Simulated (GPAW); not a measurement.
# HfC (Fm-3m) in GPAW: single point with PBE

Aim: the single point of HfC with PBE.

All numbers are computed with GPAW 26.7.0; they aren't measurements. Logs are shortened: lines on timing, memory, paths and dates and some standing lists are left out, and cuts for length are marked. The log counts tension as positive stress, the text compression.

## 1. The structure

It takes space group Fm-3m (No. 225, cubic). The conventional cell has a = 4.650 Å, b = 4.650 Å, c = 4.650 Å, α = 90.00°, β = 90.00°, γ = 90.00°. Around Hf (site symmetry m-3m) lie 6 C at 2.33 Å. C (site symmetry m-3m) has 6 Hf at 2.33 Å as nearest neighbours.

## 2. Single point, PBE

Contents of run.py:

```python
from ase.dft.bandgap import bandgap
from ase.io import read, write
from ase.units import Bohr, GPa
from gpaw import GPAW, PW
from gpaw.elf import elf_from_dft_calculation

atoms = read('POSCAR')

calc = GPAW(mode=PW(800),
            xc='PBE',
            kpts={'size': (10, 10, 10), 'gamma': True},
            occupations={'name': 'methfessel-paxton', 'order': 0, 'width': 0.028000000000000004},
            nbands=18,
            convergence={'density': 1e-05, 'energy': 1e-05},
            maxiter=150,
            txt='gpaw.txt')
atoms.calc = calc
energy = atoms.get_potential_energy()
forces = atoms.get_forces()
stress = atoms.get_stress()
calc.write('gs.gpw')
write('result.traj', atoms)
print(f'Energy: {energy:.6f} eV')
print('Forces (eV/A):')
print(forces.round(4))
print('Stress (GPa):', (stress / GPa).round(3))
print('Fermi level:', round(calc.get_fermi_level(), 4), 'eV')
print(f'Gap: {bandgap(calc)[0]:.4f} eV, direct: {bandgap(calc, direct=True)[0]:.4f} eV')

# fields on the real-space grid
write('density.cube', atoms, data=calc.get_pseudo_density() * Bohr**3)
write('potential.cube', atoms, data=calc.get_electrostatic_potential())
write('elf.cube', atoms, data=elf_from_dft_calculation(calc).data)
```

Contents of POSCAR:

```
HfC
1.0
    0.0000000000      2.3250000000      2.3250000000
    2.3250000000      0.0000000000      2.3250000000
    2.3250000000      2.3250000000      0.0000000000
Hf C
1 1
Direct
    0.5000000000      0.5000000000      0.5000000000
    0.0000000000      0.0000000000      0.0000000000
```

Potentials or basis: GPAW PAW data sets (gpaw-data 1.2.1), pw.

Launch:

```console
> OMP_NUM_THREADS=1 python run.py
```

gpaw.txt:

```text
__  _  _
 | _ |_)|_||  |
 |__||  | ||/\| - 26.7.0

Input parameters:
  mode=PW(ecut=800.0),
  convergence={'density': 1e-05, 'energy': 1e-05},
  kpts=MonkhorstPack(size=(10, 10, 10), gamma=True),
  maxiter=150,
  nbands=18,
  occupations=Occupations(name='methfessel-paxton', order=0, width=0.028000000000000004),
  xc=XC(name='PBE')

Diagonalizing LCAO Hamiltonian
Converting LCAO to pw mode

               Hf

       C

Atoms  # Å, Bohr magnetons
|   | symbol |        x |        y |        z |    initial magnetic moments |
|---|--------|----------|----------|----------|-----------------------------|
| 0 |     Hf | 2.325000 | 2.325000 | 2.325000 | ( 0.0000,  0.0000,  0.0000) |
| 1 |      C | 0.000000 | 0.000000 | 0.000000 | ( 0.0000,  0.0000,  0.0000) |

Unit cell  # Å
| periodic |        x |        y |        z |  lengths |    angles |
|----------|----------|----------|----------|----------|-----------|
|      yes | 0.000000 | 2.325000 | 2.325000 | 3.288047 | 60.000000 |
|      yes | 2.325000 | 0.000000 | 2.325000 | 3.288047 | 60.000000 |
|      yes | 2.325000 | 2.325000 | 0.000000 | 3.288047 | 60.000000 |

Number of symmetries: 48
Symmetry operations  # r_c * U_cc + t_c -> r_c
|    | kind |            matrix            |
|----|------|------------------------------|
|  0 |  σ   |  1, 0, 0,  1, 0,-1,  1,-1, 0 |
|  1 |  C2  |  1, 0, 0,  1,-1, 0,  1, 0,-1 |
|  2 |  E   |  1, 0, 0,  0, 1, 0,  0, 0, 1 |
|  3 |  σ   |  1, 0, 0,  0, 0, 1,  0, 1, 0 |
|  4 |  C4  |  1, 0,-1,  1, 0, 0,  1,-1, 0 |
|  5 |  S6  |  1, 0,-1,  1,-1, 0,  1, 0, 0 |
|  6 |  σ   |  1, 0,-1,  0, 1,-1,  0, 0,-1 |
|  7 |  C3  |  1, 0,-1,  0, 0,-1,  0, 1,-1 |
|  8 |  S6  |  1,-1, 0,  1, 0, 0,  1, 0,-1 |
|  9 |  C4  |  1,-1, 0,  1, 0,-1,  1, 0, 0 |
| 10 |  C3  |  1,-1, 0,  0,-1, 1,  0,-1, 0 |
| 11 |  σ   |  1,-1, 0,  0,-1, 0,  0,-1, 1 |
| 12 |  σ   |  0, 1, 0,  1, 0, 0,  0, 0, 1 |
| 13 |  C4  |  0, 1, 0,  0, 1,-1, -1, 1, 0 |
| 14 |  C3  |  0, 1, 0,  0, 0, 1,  1, 0, 0 |
| 15 |  S6  |  0, 1, 0, -1, 1, 0,  0, 1,-1 |
| 16 |  C2  |  0, 1,-1,  1, 0,-1,  0, 0,-1 |
| 17 |  σ   |  0, 1,-1,  0, 1, 0, -1, 1, 0 |
| 18 |  S4  |  0, 1,-1,  0, 0,-1,  1, 0,-1 |
| 19 |  C4  |  0, 1,-1, -1, 1, 0,  0, 1, 0 |
| 20 |  C3  |  0, 0, 1,  1, 0, 0,  0, 1, 0 |
| 21 |  σ   |  0, 0, 1,  0, 1, 0,  1, 0, 0 |
| 22 |  S6  |  0, 0, 1,  0,-1, 1, -1, 0, 1 |
| 23 |  C4  |  0, 0, 1, -1, 0, 1,  0,-1, 1 |
| 24 |  S4  |  0, 0,-1,  1, 0,-1,  0, 1,-1 |
| 25 |  C3  |  0, 0,-1,  0, 1,-1,  1, 0,-1 |
| 26 |  C2  |  0, 0,-1,  0,-1, 0, -1, 0, 0 |
| 27 |  S6  |  0, 0,-1, -1, 0, 0,  0,-1, 0 |
| 28 |  S4  |  0,-1, 1,  1,-1, 0,  0,-1, 0 |
| 29 |  C4  |  0,-1, 1,  0, 0, 1, -1, 0, 1 |
| 30 |  C2  |  0,-1, 1,  0,-1, 0,  1,-1, 0 |
| 31 |  σ   |  0,-1, 1, -1, 0, 1,  0, 0, 1 |
| 32 |  C3  |  0,-1, 0,  1,-1, 0,  0,-1, 1 |
| 33 |  S6  |  0,-1, 0,  0, 0,-1, -1, 0, 0 |
| 34 |  S4  |  0,-1, 0,  0,-1, 1,  1,-1, 0 |
| 35 |  C2  |  0,-1, 0, -1, 0, 0,  0, 0,-1 |
| 36 |  C2  | -1, 1, 0,  0, 1, 0,  0, 1,-1 |
| 37 |  S6  | -1, 1, 0,  0, 1,-1,  0, 1, 0 |
| 38 |  S4  | -1, 1, 0, -1, 0, 1, -1, 0, 0 |
| 39 |  C3  | -1, 1, 0, -1, 0, 0, -1, 0, 1 |
| 40 |  S6  | -1, 0, 1,  0, 0, 1,  0,-1, 1 |
| 41 |  C2  | -1, 0, 1,  0,-1, 1,  0, 0, 1 |
| 42 |  C3  | -1, 0, 1, -1, 1, 0, -1, 0, 0 |
| 43 |  S4  | -1, 0, 1, -1, 0, 0, -1, 1, 0 |
| 44 |  C2  | -1, 0, 0,  0, 0,-1,  0,-1, 0 |
| 45 |  i   | -1, 0, 0,  0,-1, 0,  0, 0,-1 |
| 46 |  σ   | -1, 0, 0, -1, 1, 0, -1, 0, 1 |
| 47 |  C2  | -1, 0, 0, -1, 0, 1, -1, 1, 0 |

BZ-sampling:
  Number of BZ points: 1000
  Number of IBZ points: 47

  Monkhorst-Pack size: [10, 10, 10]
  Monkhorst-Pack shift: [0.05, 0.05, 0.05]

K-points  # in reciprocal-cell coordinates
|     |                                coordinates |     weight |
|-----|--------------------------------------------|------------|
|   0 | (  0.00000000,   0.00000000,   0.00000000) | 0.00100000 |
|   1 | (  0.10000000,   0.10000000,   0.00000000) | 0.00600000 |
|   2 | (  0.10000000,   0.10000000,   0.10000000) | 0.00800000 |
|   3 | (  0.20000000,   0.10000000,   0.10000000) | 0.01200000 |
|   4 | (  0.20000000,   0.20000000,   0.00000000) | 0.00600000 |
|   5 | (  0.20000000,   0.20000000,   0.10000000) | 0.02400000 |
|   6 | (  0.20000000,   0.20000000,   0.20000000) | 0.00800000 |
|   7 | (  0.30000000,   0.20000000,   0.10000000) | 0.02400000 |
|   8 | (  0.30000000,   0.20000000,   0.20000000) | 0.02400000 |
|   9 | (  0.30000000,   0.30000000,   0.00000000) | 0.00600000 |
| ... |                                            |            |
|  46 | (  0.50000000,   0.50000000,   0.50000000) | 0.00400000 |

Plane wave coefficients: 1308
Cutoff: 800.0 eV

Spin-components: 1 (collinear spins)
Bands:           18
Projectors:      11
Spin-degeneracy: 2
Datatype:        complex128

Parallelization:
  kpt:    1
  domain: 1
  band:   1

Density:
  Valence electrons: 16.0
  Components: 1
  Grid points: [24 24 24]
  Charge: 0.0  # |e|

Potential:
  Grid points: [24 24 24]

species:
  Hf:
    name:    Hafnium
    Z:       72.0
    valence: 12
    core:    60
    charge:  0.0  # [|e|]
    compensation charges:
      type: gauss
      rc: 0.41  # [Å]
      lmax: 2
    cutoffs:
      filter: 2.36  # [Å]
      core: 4.02  # [Å]
    projectors
    | kind |    occ | energy [eV] | rcut [Å] |
    |------|--------|-------------|----------|
    |   5s |  2.000 |     -66.831 |    1.397 |
    |   6s |  2.000 |      -5.097 |    1.397 |
    |   5p |  6.000 |     -35.599 |    1.307 |
    |   6p |  0.000 |      -1.401 |    1.307 |
    |   5d |  2.000 |      -2.699 |    1.334 |
    |    d |        |      24.513 |    1.334 |

    Using partial waves for Hf as LCAO basis

  C:
    name:    Carbon
    Z:       6.0
    valence: 4
    core:    2
    charge:  0.0  # [|e|]
    compensation charges:
      type: gauss
      rc: 0.20  # [Å]
      lmax: 2
    cutoffs:
      filter: 1.14  # [Å]
      core: 1.14  # [Å]
    projectors
    | kind |    occ | energy [eV] | rcut [Å] |
    |------|--------|-------------|----------|
    |   2s |  2.000 |     -13.751 |    0.635 |
    |   2p |  2.000 |      -5.284 |    0.635 |
    |    s |        |      13.461 |    0.635 |
    |    p |        |      21.927 |    0.635 |
    |    d |        |       0.000 |    0.635 |

    Using partial waves for C as LCAO basis

Reference energy: -410913.743391  # eV

eigensolver:
  PPCG
  Converge bands: occupied
  niter=2

density mixing:
  MSR1-Mixer
  Pratt-step length: 0.05
  Maximum mixing coefficient: 0.75
  Old densities: 10
  SVD Regularization: 0.005
  Good broyden scale: 1.0
  Trust region scale: 1.0
  Backstep threshold: 4.0
  History deletion threshold: 6.0
  Fourier metric: weight=20.0, sigma=0.015

occupation numbers:
  Methfessel-Paxton:
    width: 0.0280  # eV
    order: 0

poisson solver:
  ecut: 6400.0  # eV

xc functional:
  name: PBE with 2 nearest neighbor stencil

convergence criteria:
- Maximum integral of absolute [dens]ity change: 1e-05 electrons / valence electron
- Maximum [total energy] change in last 3 cyles: 1e-05 eV / valence electron
- Maximum integral of absolute [eigenst]ate change: 4e-08 eV^2 / valence electron
maximum number of iterations: 150

SCF iterations
|iter     | |      energy | eigst |  dens |
|---------|-|-------------|-------|-------|
|iter:   1| |  -20.472523 | -0.35 |       |
|iter:   2| |  -19.878890 | -2.55 | -0.80 |
|iter:   3| |  -18.557983 | -1.52 | -0.87 |
|iter:   4| |  -18.572607 | -3.26 | -1.59 |
|iter:   5| |  -18.583399 | -3.21 | -1.81 |
|iter:   6| |  -18.583355 | -5.26 | -3.04 |
|iter:   7| |  -18.583354c| -6.52 | -3.63 |
|iter:   8| |  -18.583355c| -7.36 | -4.12 |
|iter:   9| |  -18.583355c| -8.93c| -5.34c|

Converged in 9 steps
Energy contributions relative to reference atoms: (reference = -410913.743391)

Energy contributions:
  Kinetic:          20.402222
  Coulomb:         -21.094834
  Zero:             -0.381312
  External:          0.000000
  Xc:              -17.509310
  Entropy:          -0.000243
  Spinorbit:         0.000000
  ----------------------------
  Free energy:     -18.583476
  Extrapolated:    -18.583355

dipole moment: (-9.241486, -9.241486, -9.241486)  # |e|*Ang

Fermi level: 11.020
Eigenvalues  # (at kpt = [0.000, 0.000, 0.000])
| band index |      eig [eV] | occ [0-2] |
|------------|---------------|-----------|
|          0 |       -49.969 |     2.000 |
|          1 |       -18.619 |     2.000 |
|          2 |       -18.619 |     2.000 |
|          3 |       -18.619 |     2.000 |
|          4 |        -1.303 |     2.000 |
|          5 |        12.009 |     0.000 |
|          6 |        12.009 |     0.000 |
|          7 |        12.009 |     0.000 |
|          8 |        12.377 |     0.000 |
|          9 |        12.377 |     0.000 |
|         10 |        12.377 |     0.000 |
|         11 |        14.376 |     0.000 |
|         12 |        14.376 |     0.000 |
|        ... |               |           |
|         17 |        35.277 |     0.000 |

No gap
No difference between direct/indirect transitions

Forces  # eV/Ang
|        x |        y |        z |
|----------|----------|----------|
|  0.00000 | -0.00000 | -0.00000 |  # Hf   0
| -0.00000 |  0.00000 |  0.00000 |  # C    1

Stress tensor  # eV/Ang^3
|         x |         y |         z |
|-----------|-----------|-----------|
| -0.007951 |  0.000000 |  0.000000 |
|  0.000000 | -0.007951 | -0.000000 |
|  0.000000 | -0.000000 | -0.007951 |

# Writing to gs.gpw (mode='')
```

It took 18 s on 1 thread of Intel Xeon Platinum 8488C (Sapphire Rapids), shared host; peak memory 0.18 GiB.

Results:

* Free energy: -18.5835 eV
* Pressure: 1.3 GPa
* Band gap on the k mesh: none (metal or under the smearing width)

Levels at points of the mesh, in eV from the Fermi level:
| k point | band 6 | band 7 | band 8 | band 9 | band 10 | band 11 |
| --- | --- | --- | --- | --- | --- | --- |
| (0.00, 0.00, 0.00) | 0.99 | 0.99 | 0.99 | 1.36 | 1.36 | 1.36 |
| (0.50, 0.50, 0.00) | -2.65 | -1.80 | -0.13 | -0.13 | 5.27 | 6.68 |
| (0.50, 0.50, 0.50) | -6.16 | -3.01 | -3.01 | 5.27 | 5.27 | 5.74 |
